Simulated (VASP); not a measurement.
# Hg (I4/mmm) in VASP: reference runs

Reference runs on Hg: the cell as given and a disturbed copy.

Everything below comes from runs of VASP 6.6.1. Logs are shortened: lines on timing, memory, paths and dates and some standing lists are left out, and cuts for length are marked.

## (1) The crystal as given

Symmetry: I4/mmm, No. 139, tetragonal system. Conventional cell: a = 3.753 Å, b = 3.753 Å, c = 3.834 Å, α = 90.00°, β = 90.00°, γ = 90.00°. Hg (site symmetry 4/mmm) is surrounded by 12 Hg at 3.27 to 3.75 Å.

## (2) Single point, PBE

INCAR reads:

```
SYSTEM = Hg
ALGO = Normal
EDIFF = 1E-7
ENCUT = 520
GGA = PE
ISIF = 2
ISMEAR = -1
LASPH = .TRUE.
LCHARG = .FALSE.
LREAL = .FALSE.
LWAVE = .FALSE.
NBANDS = 12
NELM = 80
PREC = Accurate
SIGMA = 0.05
```

KPOINTS reads:

```
k-points
0
G
  10 10 10
  0 0 0
```

POSCAR reads:

```
Hg
1.0
   -1.8767364354      1.8767364354      1.9168448550
    1.8767364354     -1.8767364354      1.9168448550
    1.8767364354      1.8767364354     -1.9168448550
Hg
1
Direct
    0.5000000000      0.5000000000      0.0000000000
```

Potentials or basis: VASP PAW PBE potentials, release 64 (Hg).

Run with:

```sh
$ cat potpaw_PBE.64/Hg/POTCAR > POTCAR
$ mpirun -np 1 vasp_std > vasp.out
```

OUTCAR:

```text
SYSTEM = Hg
   EDIFF = 1E-7
   ENCUT = 520
   GGA = PE
   ISIF = 2
   ISMEAR = -1
   LASPH = .TRUE.
   LREAL = .FALSE.
   NELM = 80
   PREC = Accurate

 ion  position               nearest neighbor table
   1  0.500  0.500  0.000-

  LATTYP: Found a body centered tetragonal cell.
 ALAT       =     3.7534728708
 C/A-ratio  =     1.0213713651

  Lattice vectors:

 A1 = (  -1.8767364354,   1.8767364354,   1.9168448550)
 A2 = (   1.8767364354,  -1.8767364354,   1.9168448550)
 A3 = (   1.8767364354,   1.8767364354,  -1.9168448550)

Analysis of symmetry for initial positions (statically):
=====================================================================
 Subroutine PRICEL returns:
 Original cell was already a primitive cell.

 Routine SETGRP: Setting up the symmetry group for a
 body centered tetragonal supercell.

 Subroutine GETGRP returns: Found 16 space group operations
 (whereof 16 operations were pure point group operations)
 out of a pool of 16 trial point group operations.

The static configuration has the point symmetry D_4h.

Analysis of symmetry for dynamics (positions and initial velocities):
=====================================================================
 Subroutine PRICEL returns:
 Original cell was already a primitive cell.

 Routine SETGRP: Setting up the symmetry group for a
 body centered tetragonal supercell.

 Subroutine GETGRP returns: Found 16 space group operations
 (whereof 16 operations were pure point group operations)
 out of a pool of 16 trial point group operations.

The dynamic configuration has the point symmetry D_4h.

 Subroutine INISYM returns: Found 16 space group operations
 (whereof 16 operations are pure point group operations),
 and found     1 'primitive' translations

----------------------------------------------------------------------------------------

                                     Primitive cell

  volume of cell :      27.0056

  direct lattice vectors                    reciprocal lattice vectors
    -1.876736435  1.876736435  1.916844855     0.000000000  0.266419935  0.260845315
     1.876736435 -1.876736435  1.916844855     0.266419935  0.000000000  0.260845315
     1.876736435  1.876736435 -1.916844855     0.266419935  0.266419935  0.000000000

  length of vectors
     3.273923257  3.273923257  3.273923257     0.372853672  0.372853672  0.376774686

  position of ions in fractional coordinates (direct lattice)
     0.500000000  0.500000000  0.000000000

  ion indices of the primitive-cell ions
   primitive index   ion index
                 1           1
[... 101 lines left out ...]
   NSW    =      0    number of steps for IOM
   IBRION =     -1    ionic relax: 0-MD 1-quasi-New 2-CG
   NFREE  =      0    steps in history (QN), initial steepest desc. (CG)
   ISIF   =      2    stress and relaxation
   ISYM   =      2    0-nonsym 1-usesym 2-fastsym
   POTIM  = 0.5000    time-step for ionic-motion
   TEBEG  =    0.0;   TEEND  =   0.0 temperature during run
   PSTRESS=    0.0 pullay stress
   NELECT =      12.0000    total number of electrons
   NUPDOWN=      -1.0000    fix difference up-down
   EMIN   =  10.00;   EMAX   =-10.00  energy-range for DOS
   EFERMI =   0.00;   METHOD = LEGACY
   ISMEAR =    -1;   SIGMA  =   0.05  broadening in eV -4-tet -1-fermi 0-gaus
   EFERMI_NEDOS =   21; number of points for ismear=-14 and -15
   IALGO  =     38    algorithm
   IMIX   =      4    mixing-type and parameters
     AMIX     =   0.40;   BMIX     =  1.00
     AMIX_MAG =   1.60;   BMIX_MAG =  1.00
  volume/ion in A,a.u.               =      27.01       182.24
  Fermi-wavevector in a.u.,A,eV,Ry     =   1.249254  2.360748 21.233735  1.560635
  Thomas-Fermi vector in A             =   2.383303
   LORBIT       =      0    0 simple, 1 ext, 2 COOP (PROOUT), +10 PAW based schemes
   GGA     = PE    functional components
   LHFCALC =     F    Hartree Fock is set to
   AEXX    =    0.0000 exact exchange contribution
   IVDW    =     0    specifies the selected vdW correction
   LEPSILON=     F    determine dielectric tensor
   LRPA    =     F    only Hartree local field effects (RPA)
 non-spin polarized calculation
  energy-cutoff  :      520.00
  volume of cell :       27.01
 maximum number of plane-waves:       738
   NGX = 13   NGY = 13   NGZ = 13

 number of electron      11.9999998 magnetization

 Free energy of the ion-electron system (eV)
  ---------------------------------------------------
  ext. energy  EPLUGINS =         0.00000000
  ---------------------------------------------------
  free energy    TOTEN  =        -0.16929939 eV

  energy without entropy =       -0.16715316  energy(sigma->0) =       -0.16822627

 E-fermi :   1.7132     XC(G=0): -10.1224

 val. band max:        1.7021383348   @ k =  -0.4000   0.5000   0.3000
 cond. band min:       1.7536982050   @ k =   0.4000   0.1000   0.1000
 fundamental gap:      0.0515598702
 Fermi energy:         1.7131719290

 k-point     1 :       0.0000    0.0000    0.0000
  band No.  band energies     occupation
      1      -6.2476      2.00000
      2      -4.9576      2.00000
      3      -4.9576      2.00000
      4      -4.9121      2.00000
      5      -4.2808      2.00000
      6      -4.2329      2.00000
      7      16.1330      0.00000
      8      16.2462      0.00000
      9      16.2462      0.00000
     10      16.3209      0.00000
     11      16.7213      0.00000
     12      16.7213      0.00000
[... 571 lines left out ...]
 k-point    40 :       0.5000    0.2000    0.1000
  band No.  band energies     occupation
      1      -5.2281      2.00000
      2      -5.0538      2.00000
      3      -4.5788      2.00000
      4      -4.2830      2.00000
      5      -4.2120      2.00000
      6      -1.4045      2.00000
      7       4.8418      0.00000
      8       7.4522      0.00000
      9       9.1235      0.00000
     10      19.1369      0.00000
     11      20.5444      0.00000
     12      21.4531      0.00000

 [... further k-points ...]
[... 5 lines left out ...]
  --------------------------------------------------------------------------------------
  -------------------------------------------------------------------------------------
  Total        0.2513676      0.2513676      0.2848582      0.0000000     -0.0000000      0.0000000
  in kB       14.9130480     14.9130480     16.8999628      0.0000000     -0.0000000      0.0000000
  external PRESSURE =      15.5753529 kB  Pullay stress =       0.0000000 kB

 VOLUME and BASIS-vectors are now :
 -----------------------------------------------------------------------------
  energy-cutoff  :      520.00
  volume of cell :       27.01
      direct lattice vectors                 reciprocal lattice vectors
    -1.876736435  1.876736435  1.916844855     0.000000000  0.266419935  0.260845315
     1.876736435 -1.876736435  1.916844855     0.266419935  0.000000000  0.260845315
     1.876736435  1.876736435 -1.916844855     0.266419935  0.266419935  0.000000000

 POSITION                                       TOTAL-FORCE (eV/Angst)
 -----------------------------------------------------------------------------------
      0.00000      0.00000      1.91684         0.000000     -0.000000      0.000000
 -----------------------------------------------------------------------------------
    total drift:                               -0.000000      0.000000      0.000000

  FREE ENERGIE OF THE ION-ELECTRON SYSTEM (eV)
  ---------------------------------------------------
  free  energy   TOTEN  =        -0.1692993874 eV

  energy  without entropy=       -0.1671531571  energy(sigma->0) =       -0.16822627
```

OSZICAR:

```text
N       E                     dE             d eps       ncg     rms          rms(c)
DAV:   1     0.743924912979E+02    0.74392E+02   -0.62859E+03  2448   0.940E+02
DAV:   2     0.121347101855E+01   -0.73179E+02   -0.69048E+02  2752   0.228E+02
DAV:   3    -0.186194834797E+00   -0.13997E+01   -0.13975E+01  2852   0.347E+01
DAV:   4    -0.187611585647E+00   -0.14168E-02   -0.14167E-02  2732   0.117E+00
DAV:   5    -0.187613733528E+00   -0.21479E-05   -0.21478E-05  2816   0.435E-02    0.233E+00
DAV:   6    -0.170086848624E+00    0.17527E-01   -0.45242E-02  2868   0.236E+00    0.181E+00
DAV:   7    -0.169140693803E+00    0.94615E-03   -0.61361E-03  2768   0.751E-01    0.841E-01
DAV:   8    -0.169272768219E+00   -0.13207E-03   -0.68904E-04  2556   0.318E-01    0.302E-02
DAV:   9    -0.169294982186E+00   -0.22214E-04   -0.13241E-05  2740   0.328E-02    0.113E-02
DAV:  10    -0.169299464054E+00   -0.44819E-05   -0.49571E-06  2556   0.221E-02    0.847E-04
DAV:  11    -0.169299387395E+00    0.76659E-07   -0.23309E-08  1920   0.101E-03
   1 F= -.16929939E+00 E0= -.16822627E+00  d E =-.214623E-02
```

stdout:

```text
POSCAR found type information on POSCAR Hg
 POSCAR found :  1 types and       1 ions
 scaLAPACK will be used
 LDA part: xc-table for (Slater+PW92), standard interpolation
 POSCAR, INCAR and KPOINTS ok, starting setup
 FFT: planning ... GRIDC
 FFT: planning ... GRID_SOFT
 FFT: planning ... GRID
 WAVECAR not read
 entering main loop
```

It took 8.3 s on 1 thread of Intel Xeon Platinum 8488C (Sapphire Rapids), shared host; peak memory 0.15 GiB.

Results:

```yaml
Free_energy: -0.1693 eV
Pressure: 1.6 GPa
Band_gap_on_the_k_mesh: none (metal or under the smearing width)
```

Levels at points of the mesh, in eV from the Fermi level:
| k point | band 2 | band 3 | band 4 | band 5 | band 6 | band 7 | band 8 | band 9 | band 10 | band 11 |
| --- | --- | --- | --- | --- | --- | --- | --- | --- | --- | --- |
| (0.00, 0.00, 0.00) | -6.67 | -6.67 | -6.63 | -5.99 | -5.95 | 14.42 | 14.53 | 14.53 | 14.61 | 15.01 |
| (0.50, 0.00, 0.00) | -6.98 | -6.05 | -5.94 | -5.48 | -1.53 | -0.82 | 8.91 | 9.88 | 13.63 | 14.56 |
| (0.50, 0.50, 0.00) | -7.03 | -5.99 | -5.92 | -5.46 | -1.41 | -0.74 | 8.58 | 9.52 | 13.22 | 14.27 |
| (0.50, 0.50, 0.50) | -7.17 | -5.60 | -5.58 | -5.58 | 2.31 | 3.55 | 3.99 | 3.99 | 9.37 | 9.64 |

The run has no spin-orbit coupling, so splittings on Hg are missing.

[end of part 1 of 2]
